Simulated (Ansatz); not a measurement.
This is a one-shot G0W0 calculation with Ansatz on MgO (CsCl type); the level of theory is G0W0@r2SCAN with 67 empty bands, a screening cutoff of 140 eV and a 6×6×6 mesh. The cell was relaxed beforehand with r2SCAN.

```yaml
crystal:
  lattice:
    - [2.6233491281, 0.0, 0.0]
    - [0.0, 2.6233491281, 0.0]
    - [0.0, 0.0, 2.6233491281]
  atoms:
    - { symbol: Mg, position: [0.0, 0.0, 0.0] }
    - { symbol: O, position: [0.5, 0.5, 0.5] }
kpoints:
  mp_grid: { grid: [6, 6, 6] }
hamiltonian:
  xc: r2scan
scf:
  occupations: { method: fixed }
gw:
  n_empty_bands: 67
  ecut_chi: 140
  qp_bands: [v2, c2]
  qp_kpoints: band_edges
  screening: { model: contour_deformation }
```

In the abridged output below, numbers in square brackets stand for lines, or ends of lines, that were taken out.
```
Pseudopotential: Mg, paw, valence charge 10, recommended cutoff 500 eV (meta_gga)
Pseudopotential: O, paw, valence charge 6, recommended cutoff 500 eV (meta_gga)
Functional definition: r2SCAN
Crystal: 2 atoms, lattice volume = 18.054 Å³
Basis set: ecut = 500 eV, 461 PW (Γ)
Bands: 12, of which v1, the nominal top of the filled ones, is band 8 counted from 1 (7 counted from 0)
Symmetry: 48 space group operations
Space group: Pm-3m (ITA 221)
k-points: 20 of 216
SCF 1 converged in 6 iterations: F = -2496.711940 eV  dr2 = 2.15e-9
Free energy (F): -2496.711940 eV
Fermi energy:    9.933483 eV
--- G₀W₀: contour deformation, 6 samples at zero and on the imaginary axis and 3 off it, 216 q-points, 67 empty bands' worth ---
    ik  band        ε_KS         Σx   Σc(E_QP)       V_xc       Z   E_QP_lin       E_QP  E_QP is
     0     7      8.8790   -25.8807     4.1034   -20.9168  0.7904     8.0114     8.0186  root
     0     8      8.8790   -25.8807     4.1034   -20.9168  0.7904     8.0114     8.0186  root
     0     9  [1]
     0    10     21.3936    -3.8320    -4.5148    -8.7782  0.8473    21.8265    21.8250  root
     3     7      9.3455   -26.1698     4.0795   -21.2804  0.7912     8.5295     8.5356  root
     3     8      9.3455   -26.1698     4.0795   -21.2804  0.7912     8.5295     8.5356  root
     3     9     17.9805    -8.4652    -4.2513   -13.5089  0.8416    18.7776    18.7729  root
     3    10     20.5985   -11.2079    -4.9058   -17.3761  0.7971    21.8807    21.8608  root
     6     7  [2]
     6     8  [3]
     6     9     19.1504    -8.8931    -4.3905   -14.1818  0.8317    20.0555    20.0485  root
     6    10  [4]
     7     7      5.8309   -23.9346     4.5653   -18.1876  0.7715     4.6273     4.6493  root
     7     8      9.6325   -26.4269     4.0506   -21.6022  0.7920     8.8529     8.8583  root
     7     9  [5]
     7    10     20.6246    -6.9698    -4.6764   -12.4051  0.8288    21.3894    21.3834  root
     8     7  [6]
     8     8      9.7785   -26.5603     4.0389   -21.7668  0.7922     9.0189     9.0240  root
     8     9     17.1676    -6.7318    -4.1845   -11.5585  0.8490    17.8128    17.8099  root
     8    10     21.3511    -8.6008    -4.8123   -14.3702  0.8141    22.3188    22.3082  root
     9     7      5.1021   -23.7712     4.7154   -17.8382  0.7642     3.8598     3.8845  root
     9     8      9.9335   -26.7154     4.0257   -21.9567  0.7925     9.1958     9.2005  root
     9     9     15.8682    -5.7714    -4.0986   -10.3546  0.8592    16.3543    16.3528  root
     9    10     23.4332    -8.9765    -5.4649   -15.4373  0.7776    24.4456    24.4292  root
    10     7      7.8232   -24.8813     4.2201   -19.6551  0.7858     6.8056     6.8171  root
    10     8  [7]
    10     9     16.8129   -11.9759    -3.8185   -16.8745  0.8261    17.9016    17.8930  root
    10    10     22.4553    -6.0797    -4.8323   -11.6099  0.8202    23.1586    23.1531  root
    12     7  [8]
    12     8      8.3993   -25.4315     4.2105   -20.2949  0.7871     7.4642     7.4733  root
    12     9     19.5012    -9.6597    -4.5345   -15.2493  0.8190    20.5673    20.5563  root
    12    10     20.1019    -9.3292    -4.5459   -14.8603  0.8213    21.0969    21.0871  root
    17     7      6.5930   -24.4618     4.4438   -18.9153  0.7771     5.4747     5.4903  root
    17     8      6.8251   -24.5673     4.4727   -19.0306  0.7769     5.7464     5.7611  root
    17     9     18.2890    -7.1403    -4.2910   -12.1601  0.8430    19.0220    19.0179  root
    17    10     19.3243    -5.5069    -4.4557   -10.5607  0.8459    19.9252    19.9223  root
  […]
```

The points are ik 0 = (0, 0, 0) (Γ), ik 3 = (0, 0, -1/2), ik 6 = (0, 1/6, -1/2), ik 7 = (0, 1/3, 1/3), ik 8 = (0, 1/3, -1/2), ik 9 = (0, -1/2, -1/2), ik 10 = (1/6, 1/6, 1/6), ik 12 = (1/6, 1/6, -1/2), ik 17 = (1/3, 1/3, -1/2), ik 19 = (-1/2, -1/2, -1/2); band 8 is the last filled one.

Question: Fill in the blanks. They hold quasiparticle rows.

Answer:
```
[1]
     0     9     13.4229   -10.4130    -3.5579   -14.6778  0.8477    14.1326    14.1298  root
[2]
     6     7      8.0511   -25.1132     4.1856   -19.9487  0.7871     7.0617     7.0722  root
[3]
     6     8      9.4850   -26.2895     4.0661   -21.4304  0.7916     8.6863     8.6920  root
[4]
     6    10     19.6952    -9.5825    -4.5995   -15.2403  0.8169    20.7649    20.7534  root
[5]
     7     9     17.9357    -8.6324    -4.2106   -13.7127  0.8353    18.8113    18.8054  root
[6]
     8     7      5.9974   -24.1241     4.5370   -18.4229  0.7728     4.8137     4.8333  root
[7]
    10     8      7.8232   -24.8813     4.2201   -19.6551  0.7858     6.8056     6.8171  root
[8]
    12     7      8.0765   -25.1092     4.1442   -19.9806  0.7881     7.0817     7.0921  root
```
Only the leading digits can be foreseen; the rest is this run's record.

Run as `ansatz run input.yaml --threads 2 --pin off --max-ram 3686MiB --backend cpu --events-out ev --progress --plain --runs-dir out`.

Values at 0 K without nuclear motion; spin polarisation is off, and the phase may be a hypothetical one.
